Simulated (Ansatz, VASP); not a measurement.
## One calculation of Ni, two programs

```xyz
1
Lattice="0.0000 1.7741 1.7741 1.7741 0.0000 1.7741 1.7741 1.7741 0.0000" Properties=species:S:1:pos:R:3 pbc="T T T"
Ni    0.0000    0.0000    0.0000
```

Alike in both runs: task single point; functional RPBE; k mesh 15 × 15 × 15; occupations fermi-dirac, width 0.1 eV; non-collinear spin, spin-orbit coupling.

```csv
,VASP,Ansatz
version,VASP 6.6.1,Ansatz 0.2.0
potentials or method,"VASP PAW PBE potentials, release 64 (Ni)","plane waves (420 eV) with PAW, fully relativistic with spin-orbit coupling"
plane-wave cutoff (eV),520,420
valence electrons in the cell,10,18
```

|  | VASP | Ansatz | Ansatz less VASP |
| --- | --- | --- | --- |
| net moment per atom (μB) | 0.00 | 0.00 | 0.000 |

The functional is the same, so the differences come from potentials, cutoffs and numerics. The two sets of potentials don't hold the same shells in valence.
